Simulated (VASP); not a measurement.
# Al (P6_3/mmc) in VASP: single point with PBEsol

Aim: the single point of Al with PBEsol.

All numbers are computed with VASP 6.6.1; they aren't measurements. Logs are shortened: lines on timing, memory, paths and dates and some standing lists are left out, and cuts for length are marked.

## Step 1: The structure

Symmetry: P6_3/mmc, No. 194, hexagonal system. The conventional cell has a = 2.851 Å, b = 2.851 Å, c = 4.637 Å, α = 90.00°, β = 90.00°, γ = 120.00°. Al (site symmetry -6m2) has 12 Al at 2.84 to 2.85 Å as nearest neighbours.

This isn't the form of Al at room conditions, which is fcc.

## Step 2: Single point, PBEsol

INCAR

```
SYSTEM = Al
PREC = Accurate
ENCUT = 520
EDIFF = 1E-7
ISMEAR = 0
SIGMA = 0.1
LREAL = .False.
LASPH = .True.
NELM = 100
ALGO = Fast
ISIF = 2
LWAVE = .False.
LCHARG = .False.
GGA = PS
NBANDS = 10
```

KPOINTS

```
Automatic mesh
0
Gamma
  27 27 14
  0 0 0
```

POSCAR

```
Al
1.0
    2.8505492336      0.0000000000      0.0000000000
   -1.4252746168      2.4686480510      0.0000000000
    0.0000000000      0.0000000000      4.6371422547
Al
2
Direct
    0.3333333333      0.6666666667      0.2500000000
    0.6666666667      0.3333333333      0.7500000000
```

Potentials or basis: VASP PAW PBE potentials, release 64 (Al).

Launch:

```sh
cat potpaw_PBE.64/Al/POTCAR > POTCAR
mpirun -np 1 vasp_std > vasp.out
```

OUTCAR:

```text
SYSTEM = Al
   PREC = Accurate
   ENCUT = 520
   EDIFF = 1E-7
   ISMEAR = 0
   LREAL = .False.
   LASPH = .True.
   NELM = 100
   ISIF = 2
   GGA = PS

 ion  position               nearest neighbor table
   1  0.333  0.667  0.250-   2 2.84   2 2.84   2 2.84   2 2.84   2 2.84   2 2.84
   2  0.667  0.333  0.750-   1 2.84   1 2.84   1 2.84   1 2.84   1 2.84   1 2.84

  LATTYP: Found a hexagonal cell.
 ALAT       =     2.8505492336
 C/A-ratio  =     1.6267539603

  Lattice vectors:

 A1 = (   2.8505492336,   0.0000000000,   0.0000000000)
 A2 = (  -1.4252746168,   2.4686480510,   0.0000000000)
 A3 = (   0.0000000000,   0.0000000000,   4.6371422547)

Analysis of symmetry for initial positions (statically):
=====================================================================
 Subroutine PRICEL returns:
 Original cell was already a primitive cell.

 Routine SETGRP: Setting up the symmetry group for a
 hexagonal supercell.

 Subroutine GETGRP returns: Found 24 space group operations
 (whereof 12 operations were pure point group operations)
 out of a pool of 24 trial point group operations.

The static configuration has the point symmetry D_3d.
 The point group associated with its full space group is D_6h.

Analysis of symmetry for dynamics (positions and initial velocities):
=====================================================================
 Subroutine PRICEL returns:
 Original cell was already a primitive cell.

 Routine SETGRP: Setting up the symmetry group for a
 hexagonal supercell.

 Subroutine GETGRP returns: Found 24 space group operations
 (whereof 12 operations were pure point group operations)
 out of a pool of 24 trial point group operations.

The dynamic configuration has the point symmetry D_3d.
 The point group associated with its full space group is D_6h.

 Subroutine INISYM returns: Found 24 space group operations
 (whereof 12 operations are pure point group operations),
 and found     1 'primitive' translations

----------------------------------------------------------------------------------------

                                     Primitive cell

  volume of cell :      32.6316

  direct lattice vectors                    reciprocal lattice vectors
     2.850549234  0.000000000  0.000000000     0.350809587  0.202540010  0.000000000
    -1.425274617  2.468648051  0.000000000     0.000000000  0.405080019  0.000000000
     0.000000000  0.000000000  4.637142255     0.000000000  0.000000000  0.215650059

  length of vectors
     2.850549234  2.850549234  4.637142255     0.405080019  0.405080019  0.215650059

  position of ions in fractional coordinates (direct lattice)
     0.333333333  0.666666667  0.250000000
     0.666666667  0.333333333  0.750000000

  ion indices of the primitive-cell ions
   primitive index   ion index
                 1           1
                 2           2

----------------------------------------------------------------------------------------

 KPOINTS: Automatic mesh

Automatic generation of k-mesh.
 Grid dimensions read from file:
 generate k-points for:   27   27   14

 Generating k-lattice:

  Cartesian coordinates                     Fractional coordinates (reciprocal lattice)
     0.012992948  0.007501482  0.000000000     0.037037037  0.000000000  0.000000000
     0.000000000  0.015002964  0.000000000     0.000000000  0.037037037  0.000000000
     0.000000000  0.000000000  0.015403576     0.000000000  0.000000000  0.071428571

  Length of vectors
     0.015002964  0.015002964  0.015403576

  Shift w.r.t. Gamma in fractional coordinates (k-lattice)
     0.000000000  0.000000000  0.000000000

 Subroutine IBZKPT returns following result:
 ===========================================

 Found    600 irreducible k-points:

 Following reciprocal coordinates:
            Coordinates               Weight
  0.000000  0.000000  0.000000      1.000000
  0.037037  0.000000  0.000000      6.000000
  0.074074  0.000000  0.000000      6.000000
  0.111111 -0.000000  0.000000      6.000000
  0.148148 -0.000000  0.000000      6.000000
  0.185185  0.000000  0.000000      6.000000
[... 16 lines left out ...]
  0.333333  0.037037  0.000000     12.000000
  0.370370  0.037037  0.000000     12.000000
 [... further k-points ...]
   k-points           NKPTS =    600   k-points in BZ     NKDIM =    600   number of bands    NBANDS=     10
   number of dos      NEDOS =    301   number of ions     NIONS =      2
   total plane-waves  NPLWV =  20736
   dimension x,y,z NGX =    24 NGY =   24 NGZ =   36
   dimension x,y,z NGXF=    48 NGYF=   48 NGZF=   72
   ions per type =               2
   NGX,Y,Z   is equivalent  to a cutoff of  14.00, 14.00, 12.91 a.u.
   NGXF,Y,Z  is equivalent  to a cutoff of  27.99, 27.99, 25.81 a.u.
 SYSTEM =  Al
   PREC   = accura    normal or accurate (medium, high low for compatibility)
   ISTART =      0    job   : 0-new  1-cont  2-samecut
   ICHARG =      2    charge: 1-file 2-atom 10-const
   ISPIN  =      1    spin polarized calculation?
   LNONCOLLINEAR =      F non collinear calculations
   LSORBIT =      F    spin-orbit coupling
   LASPH  =      T    aspherical Exc in radial PAW
   ENCUT  =  520.0 eV  38.22 Ry    6.18 a.u.   5.30  5.30  8.62*2*pi/ulx,y,z
   NELM   =    100;   NELMIN=  2; NELMDL= -5     # of ELM steps
   EDIFF  = 0.1E-06   stopping-criterion for ELM
   LREAL  =      F    real-space projection
   EDIFFG = 0.1E-05   stopping-criterion for IOM
   NSW    =      0    number of steps for IOM
   IBRION =     -1    ionic relax: 0-MD 1-quasi-New 2-CG
   NFREE  =      0    steps in history (QN), initial steepest desc. (CG)
   ISIF   =      2    stress and relaxation
   ISYM   =      2    0-nonsym 1-usesym 2-fastsym
   POTIM  = 0.5000    time-step for ionic-motion
   TEBEG  =    0.0;   TEEND  =   0.0 temperature during run
   PSTRESS=    0.0 pullay stress
   NELECT =       6.0000    total number of electrons
   NUPDOWN=      -1.0000    fix difference up-down
   EMIN   =  10.00;   EMAX   =-10.00  energy-range for DOS
   EFERMI =   0.00;   METHOD = LEGACY
   ISMEAR =     0;   SIGMA  =   0.10  broadening in eV -4-tet -1-fermi 0-gaus
   EFERMI_NEDOS =   21; number of points for ismear=-14 and -15
   IALGO  =     68    algorithm
   IMIX   =      4    mixing-type and parameters
     AMIX     =   0.40;   BMIX     =  1.00
     AMIX_MAG =   1.60;   BMIX_MAG =  1.00
  volume/ion in A,a.u.               =      16.32       110.10
  Fermi-wavevector in a.u.,A,eV,Ry     =   0.930920  1.759184 11.790982  0.866613
  Thomas-Fermi vector in A             =   2.057359
   LORBIT       =      0    0 simple, 1 ext, 2 COOP (PROOUT), +10 PAW based schemes
   GGA     = PS    functional components
   LHFCALC =     F    Hartree Fock is set to
   AEXX    =    0.0000 exact exchange contribution
   IVDW    =     0    specifies the selected vdW correction
   LEPSILON=     F    determine dielectric tensor
   LRPA    =     F    only Hartree local field effects (RPA)
 non-spin polarized calculation
 RMM-DIIS sequential band-by-band and
 Gauss-broadening in eV      SIGMA  =   0.10
  energy-cutoff  :      520.00
  volume of cell :       32.63
 maximum number of plane-waves:       892
 NGX is ok and might be reduce to    24
   NGX = 11   NGY = 11   NGZ = 17

 number of electron       6.0000000 magnetization

 Free energy of the ion-electron system (eV)
  ---------------------------------------------------
  ext. energy  EPLUGINS =         0.00000000
  ---------------------------------------------------
  free energy    TOTEN  =        -8.11885684 eV

  energy without entropy =       -8.11479630  energy(sigma->0) =       -8.11682657

 E-fermi :   8.0680     XC(G=0): -10.2990

 val. band max:        8.0656711700   @ k =   0.3333   0.2963   0.2143
 cond. band min:       8.0767809794   @ k =   0.3333   0.1852   0.0000
 fundamental gap:      0.0111098094
 Fermi energy:         8.0680241635

 k-point     1 :       0.0000    0.0000    0.0000
  band No.  band energies     occupation
      1      -3.1428      2.00000
      2       3.4518      2.00000
      3       3.7193      2.00000
      4      18.6495      0.00000
      5      18.6495      0.00000
      6      19.0407      0.00000
      7      19.0407      0.00000
      8      20.2511      0.00000
      9      22.1217      0.00000
     10      22.6159      0.00000

 k-point     2 :       0.0370    0.0000    0.0000
  band No.  band energies     occupation
      1      -3.1095      2.00000
      2       3.4827      2.00000
      3       3.7518      2.00000
      4      17.7466      0.00000
      5      18.0777      0.00000
      6      19.0886      0.00000
      7      19.6693      0.00000
      8      20.6519      0.00000
      9      22.4554      0.00000
     10      22.5571      0.00000

 k-point     3 :       0.0741    0.0000    0.0000
  band No.  band energies     occupation
      1      -3.0096      2.00000
      2       3.5752      2.00000
      3       3.8492      2.00000
      4      16.4166      0.00000
      5      17.4045      0.00000
      6      18.6972      0.00000
      7      20.5118      0.00000
      8      21.1056      0.00000
      9      22.0497      0.00000
     10      22.3614      0.00000

 k-point     4 :       0.1111   -0.0000    0.0000
  band No.  band energies     occupation
      1      -2.8434      2.00000
      2       3.7293      2.00000
      3       4.0109      2.00000
      4      15.0318      0.00000
      5      16.7811      0.00000
      6      18.1522      0.00000
      7      20.7817      0.00000
      8      20.9179      0.00000
      9      21.4018      0.00000
     10      22.3015      0.00000
[... 222 lines left out ...]
 k-point    22 :       0.2963    0.0370    0.0000
  band No.  band energies     occupation
      1      -0.7333      2.00000
      2       5.7009      2.00000
      3       5.9404      2.00000
      4       8.1078      0.57382
      5      13.4489      0.00000
      6      14.0949      0.00000
      7      14.5549      0.00000
      8      16.8746      0.00000
      9      19.7411      0.00000
     10      19.7969      0.00000

 k-point    23 :       0.3333    0.0370    0.0000
  band No.  band energies     occupation
      1      -0.1459      2.00000
      2       6.1546      2.00000
      3       6.2534      2.00000
      4       7.3350      2.00000
      5      12.8805      0.00000
      6      12.9959      0.00000
      7      13.8721      0.00000
      8      16.5620      0.00000
      9      19.5129      0.00000
     10      19.5159      0.00000

 k-point    24 :       0.3704    0.0370    0.0000
  band No.  band energies     occupation
      1       0.5035      2.00000
      2       5.5415      2.00000
      3       6.8642      2.00000
      4       7.5006      2.00000
      5      11.9579      0.00000
      6      12.1118      0.00000
      7      13.4777      0.00000
      8      16.3247      0.00000
      9      19.2915      0.00000
     10      19.3399      0.00000

 [... further k-points ...]

------------------------ aborting loop because EDIFF is reached ----------------------------------------

  FORCE on cell =-STRESS in cart. coord.  units (eV):
  Direction    XX          YY          ZZ          XY          YZ          ZX
  --------------------------------------------------------------------------------------
  -------------------------------------------------------------------------------------
  Total       -0.0410282     -0.0410282      0.1228403     -0.0000000      0.0000000      0.0000000
  in kB       -2.0144425     -2.0144425      6.0313321     -0.0000000      0.0000000      0.0000000
  external PRESSURE =       0.6674823 kB  Pullay stress =       0.0000000 kB

 VOLUME and BASIS-vectors are now :
 -----------------------------------------------------------------------------
  energy-cutoff  :      520.00
  volume of cell :       32.63
      direct lattice vectors                 reciprocal lattice vectors
     2.850549234  0.000000000  0.000000000     0.350809587  0.202540010  0.000000000
    -1.425274617  2.468648051  0.000000000     0.000000000  0.405080019  0.000000000
     0.000000000  0.000000000  4.637142255     0.000000000  0.000000000  0.215650059

 POSITION                                       TOTAL-FORCE (eV/Angst)
 -----------------------------------------------------------------------------------
     -0.00000      1.64577      1.15929         0.000000     -0.000000      0.000000
      1.42527      0.82288      3.47786        -0.000000      0.000000      0.000000
 -----------------------------------------------------------------------------------
    total drift:                                0.000000     -0.000000      0.000000

  FREE ENERGIE OF THE ION-ELECTRON SYSTEM (eV)
  ---------------------------------------------------
  free  energy   TOTEN  =        -8.1188568365 eV

  energy  without entropy=       -8.1147962961  energy(sigma->0) =       -8.11682657
```

Run time: 1.8 min. Hardware: 1 thread of AMD EPYC 9R45 (Zen 5), shared host; peak memory 0.23 GiB.

What came out:

- Free energy: -8.1189 eV
- Pressure: 0.1 GPa
- Band gap on the k mesh: none (metal or under the smearing width)

Stress tensor (GPa, compression positive):
```
-0.20  0.00  0.00
 0.00 -0.20  0.00
 0.00  0.00  0.60
```

Caveat: the PAW data sets were made with another functional, which shifts forces and pressure a little.
